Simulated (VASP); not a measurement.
# Sn (Immm) in VASP: notebook

One crystal, Sn, is run at these levels: PBE; tasks: single point.

Program: VASP 6.6.1. These are calculated values, not measurements. Logs are shortened: lines on timing, memory, paths and dates and some standing lists are left out, and cuts for length are marked.

**1. The crystal as given**

It takes space group Immm (No. 71, orthorhombic). Conventional cell: a = 3.453 Å, b = 3.551 Å, c = 4.677 Å, α = 90.00°, β = 90.00°, γ = 90.00°. Around Sn (site symmetry mmm) lie 12 Sn at 3.41 to 3.55 Å.

This isn't the form of Sn at room conditions, which is tetragonal (white tin).

**2. Single point, PBE**

INCAR

```
SYSTEM = Sn
ADDGRID = .FALSE.
ALGO = Normal
EDIFF = 1E-7
ENCUT = 550
GGA = PE
ISIF = 2
ISMEAR = 1
LASPH = .TRUE.
LCHARG = .FALSE.
LREAL = .FALSE.
LWAVE = .FALSE.
NELM = 100
PREC = Low
SIGMA = 0.2
```

KPOINTS

```
k-points
0
G
  16 16 16
  0 0 0
```

POSCAR

```
Sn
1.0
   -1.6810770000      1.7214010000      2.3373330000
    1.7271670000     -1.7623000000      2.4024190000
    1.7145940000      1.7948920000     -2.3683880000
Sn
1
Direct
    0.0245380000     -0.0183670000      0.0024320000
```

Potentials or basis: VASP PAW PBE potentials, release 64 (Sn).

Launch:

```bash
$ cat potpaw_PBE.64/Sn/POTCAR > POTCAR
$ mpirun -np 1 vasp_std > vasp.out
```

OUTCAR:

```text
SYSTEM = Sn
   EDIFF = 1E-7
   ENCUT = 550
   GGA = PE
   ISIF = 2
   ISMEAR = 1
   LASPH = .TRUE.
   LREAL = .FALSE.
   NELM = 100
   PREC = Low

 Found   2052 irreducible k-points:

 Following reciprocal coordinates:
            Coordinates               Weight
  0.000000  0.000000  0.000000      1.000000
  0.062500  0.000000  0.000000      2.000000
  0.125000  0.000000  0.000000      2.000000
  0.187500  0.000000  0.000000      2.000000
  0.250000  0.000000  0.000000      2.000000
  0.312500  0.000000  0.000000      2.000000
   k-points           NKPTS =   2052   k-points in BZ     NKDIM =   2052   number of bands    NBANDS=      6
   number of dos      NEDOS =    301   number of ions     NIONS =      1
   total plane-waves  NPLWV =   8000
   dimension x,y,z NGX =    20 NGY =   20 NGZ =   20
   dimension x,y,z NGXF=    20 NGYF=   20 NGZF=   20
   ions per type =               1
   NGX,Y,Z   is equivalent  to a cutoff of   9.91,  9.65,  9.69 a.u.
   NGXF,Y,Z  is equivalent  to a cutoff of   9.91,  9.65,  9.69 a.u.
 SYSTEM =  Sn
   PREC   = low       normal or accurate (medium, high low for compatibility)
   ISTART =      0    job   : 0-new  1-cont  2-samecut
   ICHARG =      2    charge: 1-file 2-atom 10-const
   ISPIN  =      1    spin polarized calculation?
   LNONCOLLINEAR =      F non collinear calculations
   LSORBIT =      F    spin-orbit coupling
   LASPH  =      T    aspherical Exc in radial PAW
   ENCUT  =  550.0 eV  40.42 Ry    6.36 a.u.   6.41  6.59  6.56*2*pi/ulx,y,z
   NELM   =    100;   NELMIN=  2; NELMDL= -5     # of ELM steps
   EDIFF  = 0.1E-06   stopping-criterion for ELM
   LREAL  =      F    real-space projection
   EDIFFG = 0.1E-05   stopping-criterion for IOM
   NSW    =      0    number of steps for IOM
   IBRION =     -1    ionic relax: 0-MD 1-quasi-New 2-CG
   NFREE  =      0    steps in history (QN), initial steepest desc. (CG)
   ISIF   =      2    stress and relaxation
   ISYM   =      2    0-nonsym 1-usesym 2-fastsym
   POTIM  = 0.5000    time-step for ionic-motion
   TEBEG  =    0.0;   TEEND  =   0.0 temperature during run
   PSTRESS=    0.0 pullay stress
   NELECT =       4.0000    total number of electrons
   NUPDOWN=      -1.0000    fix difference up-down
   EMIN   =  10.00;   EMAX   =-10.00  energy-range for DOS
   EFERMI =   0.00;   METHOD = LEGACY
   ISMEAR =     1;   SIGMA  =   0.20  broadening in eV -4-tet -1-fermi 0-gaus
   EFERMI_NEDOS =   21; number of points for ismear=-14 and -15
   IALGO  =     38    algorithm
   IMIX   =      4    mixing-type and parameters
     AMIX     =   0.40;   BMIX     =  1.00
     AMIX_MAG =   1.60;   BMIX_MAG =  1.00
  volume/ion in A,a.u.               =      28.67       193.50
  Fermi-wavevector in a.u.,A,eV,Ry     =   0.849055  1.604482  9.808370  0.720895
  Thomas-Fermi vector in A             =   1.964816
   LORBIT       =      0    0 simple, 1 ext, 2 COOP (PROOUT), +10 PAW based schemes
   GGA     = PE    functional components
   LHFCALC =     F    Hartree Fock is set to
   AEXX    =    0.0000 exact exchange contribution
   IVDW    =     0    specifies the selected vdW correction
   LEPSILON=     F    determine dielectric tensor
   LRPA    =     F    only Hartree local field effects (RPA)
 non-spin polarized calculation
 Methfessel and Paxton  Order N= 1 SIGMA  =   0.20
  energy-cutoff  :      550.00
  volume of cell :       28.67
 maximum number of plane-waves:       863
   NGX = 13   NGY = 13   NGZ = 13

 number of electron       4.0000003 magnetization

 Free energy of the ion-electron system (eV)
  ---------------------------------------------------
  ext. energy  EPLUGINS =         0.00000000
  ---------------------------------------------------
  free energy    TOTEN  =        -3.77311256 eV

  energy without entropy =       -3.77290499  energy(sigma->0) =       -3.77304337

 E-fermi :   4.9633     XC(G=0):  -9.9654

 val. band max:        4.9611804063   @ k =   0.3125   0.0000   0.4375
 cond. band min:       4.9639601777   @ k =  -0.3750   0.1250   0.0625
 fundamental gap:      0.0027797714
 Fermi energy:         4.9632939369

 k-point     1 :       0.0000    0.0000    0.0000
  band No.  band energies     occupation
      1      -5.8258      2.00000
      2      11.8357      0.00000
      3      12.2041      0.00000
      4      12.5682      0.00000
      5      15.5966      0.00000
      6      15.7616      0.00000

 k-point     2 :       0.0625    0.0000    0.0000
  band No.  band energies     occupation
      1      -5.7485      2.00000
      2      11.4002      0.00000
      3      11.7839      0.00000
      4      12.3256      0.00000
      5      15.0137      0.00000
      6      16.0175      0.00000

 k-point     3 :       0.1250    0.0000    0.0000
  band No.  band energies     occupation
      1      -5.5167      2.00000
      2       9.6707      0.00000
      3      11.5658      0.00000
      4      11.9420      0.00000
      5      14.6334      0.00000
      6      16.4798      0.00000

 k-point     4 :       0.1875    0.0000    0.0000
  band No.  band energies     occupation
      1      -5.1310      2.00000
      2       7.7550     -0.00000
      3      11.3125      0.00000
      4      11.5008      0.00000
      5      14.3834      0.00000
      6      16.7450      0.00000

 k-point     5 :       0.2500    0.0000    0.0000
  band No.  band energies     occupation
      1      -4.5939      2.00000
      2       5.8836     -0.00000
      3      11.0386      0.00000
      4      11.1098      0.00000
      5      14.2326      0.00000
      6      16.1839      0.00000

 k-point     6 :       0.3125    0.0000    0.0000
  band No.  band energies     occupation
      1      -3.9120      2.00000
      2       4.1305      2.00000
      3      10.6912      0.00000
      4      10.8970      0.00000
      5      14.1827      0.00000
      6      15.6572      0.00000

 [... further k-points ...]

------------------------ aborting loop because EDIFF is reached ----------------------------------------

  FORCE on cell =-STRESS in cart. coord.  units (eV):
  Direction    XX          YY          ZZ          XY          YZ          ZX
  --------------------------------------------------------------------------------------
  -------------------------------------------------------------------------------------
  Total       -0.1527028     -0.2607621     -0.2086829      0.0251081      0.0581542     -0.0460001
  in kB       -8.5325919    -14.5706326    -11.6606005      1.4029701      3.2494871     -2.5703551
  external PRESSURE =     -11.5879416 kB  Pullay stress =       0.0000000 kB

 VOLUME and BASIS-vectors are now :
 -----------------------------------------------------------------------------
  energy-cutoff  :      550.00
  volume of cell :       28.67
      direct lattice vectors                 reciprocal lattice vectors
    -1.681077000  1.721401000  2.337333000    -0.004822354  0.286321943  0.213499049
     1.727167000 -1.762300000  2.402419000     0.288499269 -0.000911461  0.208168231
     1.714594000  1.794892000 -2.368388000     0.287885548  0.281643047 -0.000369160

 POSITION                                       TOTAL-FORCE (eV/Angst)
 -----------------------------------------------------------------------------------
      1.65836     -1.68333      2.40989        -0.000000      0.000000      0.000000
 -----------------------------------------------------------------------------------
    total drift:                                0.000039     -0.000002     -0.000005

  FREE ENERGIE OF THE ION-ELECTRON SYSTEM (eV)
  ---------------------------------------------------
  free  energy   TOTEN  =        -3.7731125576 eV

  energy  without entropy=       -3.7729049873  energy(sigma->0) =       -3.77304337
```

Run time: 83 s. Hardware: 1 thread of Intel Xeon 6975P-C (Granite Rapids), shared host; peak memory 0.49 GiB.

These settings aren't checked as converged: the numbers below hold their error.

Results:

- Free energy: -3.7731 eV
- Pressure: -1.2 GPa
- Band gap on the k mesh: none (metal or under the smearing width)

**3. Single point, PBE**

Changes to INCAR since step 2:

```diff
@@ -13,3 +13,3 @@
 NELM = 100
-PREC = Low
+PREC = Normal
 SIGMA = 0.2
```

KPOINTS is that of step 2.

POSCAR

```
Sn
1.0
   -1.7265390000      1.7755470000      2.3383420000
    1.7265390000     -1.7755470000      2.3383420000
    1.7265390000      1.7755470000     -2.3383420000
Sn
1
Direct
    0.0000000000      0.0000000000      0.0000000000
```

Potentials or basis: VASP PAW PBE potentials, release 64 (Sn).

Launch:

```bash
$ cat potpaw_PBE.64/Sn/POTCAR > POTCAR
$ mpirun -np 1 vasp_std > vasp.out
```

OUTCAR:

```text
SYSTEM = Sn
   EDIFF = 1E-7
   ENCUT = 550
   GGA = PE
   ISIF = 2
   ISMEAR = 1
   LASPH = .TRUE.
   LREAL = .FALSE.
   NELM = 100
   PREC = Normal

 Found    621 irreducible k-points:

 Following reciprocal coordinates:
            Coordinates               Weight
  0.000000  0.000000  0.000000      1.000000
  0.062500  0.000000  0.000000      4.000000
  0.125000  0.000000  0.000000      4.000000
  0.187500  0.000000  0.000000      4.000000
  0.250000  0.000000  0.000000      4.000000
  0.312500  0.000000 -0.000000      4.000000
   k-points           NKPTS =    621   k-points in BZ     NKDIM =    621   number of bands    NBANDS=      6
   number of dos      NEDOS =    301   number of ions     NIONS =      1
   total plane-waves  NPLWV =   8000
   dimension x,y,z NGX =    20 NGY =   20 NGZ =   20
   dimension x,y,z NGXF=    40 NGYF=   40 NGZF=   40
   ions per type =               1
   NGX,Y,Z   is equivalent  to a cutoff of   9.76,  9.76,  9.76 a.u.
   NGXF,Y,Z  is equivalent  to a cutoff of  19.52, 19.52, 19.52 a.u.
 SYSTEM =  Sn
   PREC   = normal    normal or accurate (medium, high low for compatibility)
   ISTART =      0    job   : 0-new  1-cont  2-samecut
   ICHARG =      2    charge: 1-file 2-atom 10-const
   ISPIN  =      1    spin polarized calculation?
   LNONCOLLINEAR =      F non collinear calculations
   LSORBIT =      F    spin-orbit coupling
   LASPH  =      T    aspherical Exc in radial PAW
   ENCUT  =  550.0 eV  40.42 Ry    6.36 a.u.   6.51  6.51  6.51*2*pi/ulx,y,z
   NELM   =    100;   NELMIN=  2; NELMDL= -5     # of ELM steps
   EDIFF  = 0.1E-06   stopping-criterion for ELM
   LREAL  =      F    real-space projection
   EDIFFG = 0.1E-05   stopping-criterion for IOM
   NSW    =      0    number of steps for IOM
   IBRION =     -1    ionic relax: 0-MD 1-quasi-New 2-CG
   NFREE  =      0    steps in history (QN), initial steepest desc. (CG)
   ISIF   =      2    stress and relaxation
   ISYM   =      2    0-nonsym 1-usesym 2-fastsym
   POTIM  = 0.5000    time-step for ionic-motion
   TEBEG  =    0.0;   TEEND  =   0.0 temperature during run
   PSTRESS=    0.0 pullay stress
   NELECT =       4.0000    total number of electrons
   NUPDOWN=      -1.0000    fix difference up-down
   EMIN   =  10.00;   EMAX   =-10.00  energy-range for DOS
   EFERMI =   0.00;   METHOD = LEGACY
   ISMEAR =     1;   SIGMA  =   0.20  broadening in eV -4-tet -1-fermi 0-gaus
   EFERMI_NEDOS =   21; number of points for ismear=-14 and -15
   IALGO  =     38    algorithm
   IMIX   =      4    mixing-type and parameters
     AMIX     =   0.40;   BMIX     =  1.00
     AMIX_MAG =   1.60;   BMIX_MAG =  1.00
  volume/ion in A,a.u.               =      28.67       193.50
  Fermi-wavevector in a.u.,A,eV,Ry     =   0.849055  1.604482  9.808370  0.720895
  Thomas-Fermi vector in A             =   1.964816
   LORBIT       =      0    0 simple, 1 ext, 2 COOP (PROOUT), +10 PAW based schemes
   GGA     = PE    functional components
   LHFCALC =     F    Hartree Fock is set to
   AEXX    =    0.0000 exact exchange contribution
   IVDW    =     0    specifies the selected vdW correction
   LEPSILON=     F    determine dielectric tensor
   LRPA    =     F    only Hartree local field effects (RPA)
 non-spin polarized calculation
 Methfessel and Paxton  Order N= 1 SIGMA  =   0.20
  energy-cutoff  :      550.00
  volume of cell :       28.67
 maximum number of plane-waves:       859
   NGX = 13   NGY = 13   NGZ = 13

 number of electron       4.0000000 magnetization

 Free energy of the ion-electron system (eV)
  ---------------------------------------------------
  ext. energy  EPLUGINS =         0.00000000
  ---------------------------------------------------
  free energy    TOTEN  =        -3.77347009 eV

  energy without entropy =       -3.77278224  energy(sigma->0) =       -3.77324081

 E-fermi :   4.9432     XC(G=0):  -9.9656

 val. band max:        4.9404072315   @ k =  -0.3750   0.1250   0.0625
 cond. band min:       4.9461214204   @ k =  -0.4375  -0.3125   0.1250
 fundamental gap:      0.0057141889
 Fermi energy:         4.9431862892

 k-point     1 :       0.0000    0.0000    0.0000
  band No.  band energies     occupation
      1      -5.8251      2.00000
      2      11.9803      0.00000
      3      12.1244      0.00000
      4      12.5298      0.00000
      5      15.5902      0.00000
      6      15.8024      0.00000

 k-point     2 :       0.0625    0.0000    0.0000
  band No.  band energies     occupation
      1      -5.7496      2.00000
      2      11.1550      0.00000
      3      11.9994      0.00000
      4      12.3725      0.00000
      5      15.0507      0.00000
      6      16.2282      0.00000
[... 28 lines left out ...]
 k-point     6 :       0.3125    0.0000   -0.0000
  band No.  band energies     occupation
      1      -3.9604      2.00000
      2       3.9745      2.00000
      3      10.7196      0.00000
      4      11.1869      0.00000
      5      14.3415      0.00000
      6      15.6640      0.00000

 [... further k-points ...]

------------------------ aborting loop because EDIFF is reached ----------------------------------------

  FORCE on cell =-STRESS in cart. coord.  units (eV):
  Direction    XX          YY          ZZ          XY          YZ          ZX
  --------------------------------------------------------------------------------------
  -------------------------------------------------------------------------------------
  Total       -0.1450222     -0.2718732     -0.2146303      0.0000000      0.0000000      0.0000000
  in kB       -8.1034236    -15.1914933    -11.9929239      0.0000000      0.0000000      0.0000000
  external PRESSURE =     -11.7626136 kB  Pullay stress =       0.0000000 kB

 VOLUME and BASIS-vectors are now :
 -----------------------------------------------------------------------------
  energy-cutoff  :      550.00
  volume of cell :       28.67
      direct lattice vectors                 reciprocal lattice vectors
    -1.726539000  1.775547000  2.338342000     0.000000000  0.281603359  0.213826720
     1.726539000 -1.775547000  2.338342000     0.289596702  0.000000000  0.213826720
     1.726539000  1.775547000 -2.338342000     0.289596702  0.281603359  0.000000000

 POSITION                                       TOTAL-FORCE (eV/Angst)
 -----------------------------------------------------------------------------------
      0.00000      0.00000      0.00000        -0.000000      0.000000      0.000000
 -----------------------------------------------------------------------------------
    total drift:                                0.000000      0.000000     -0.000000

  FREE ENERGIE OF THE ION-ELECTRON SYSTEM (eV)
  ---------------------------------------------------
  free  energy   TOTEN  =        -3.7734700886 eV

  energy  without entropy=       -3.7727822444  energy(sigma->0) =       -3.77324081
```

stdout:

```text
POSCAR found type information on POSCAR Sn
 POSCAR found :  1 types and       1 ions
 scaLAPACK will be used
 LDA part: xc-table for (Slater+PW92), standard interpolation
 POSCAR, INCAR and KPOINTS ok, starting setup
 FFT: planning ... GRIDC
 FFT: planning ... GRID_SOFT
 FFT: planning ... GRID
 WAVECAR not read
 entering main loop
```

Wall time 29 s (1 thread of Intel Xeon 6975P-C (Granite Rapids), shared host); peak memory 0.22 GiB.

The run converged, but some of its settings lie outside the range that counts as converged, so its numbers aren't taken as properties of the crystal.

What came out:

```
Free energy            : -3.7735 eV
Pressure               : -1.2 GPa
Band gap on the k mesh : none (metal or under the smearing width)
```

**4. Single point, PBE**

INCAR is that of step 3.

KPOINTS is that of step 3.

POSCAR

```
Sn
1.0
   -1.6810770000      1.7214010000      2.3373330000
    1.7271670000     -1.7623000000      2.4024190000
    1.7145940000      1.7948920000     -2.3683880000
Sn
1
Direct
    0.0245380000     -0.0183670000      0.0024320000
```

Launch:

```bash
$ cat potpaw_PBE.64/Sn/POTCAR > POTCAR
$ mpirun -np 1 vasp_std > vasp.out
```

Wall time 78 s (1 thread of Intel Xeon 6975P-C (Granite Rapids), shared host); peak memory 0.5 GiB.

These settings aren't checked as converged: the numbers below hold their error.

Results:

| Property | Result |
| --- | --- |
| Free energy | -3.7731 eV |
| Pressure | -1.2 GPa |
| Band gap on the k mesh | none (metal or under the smearing width) |

(Continued in part 2 of 2.)
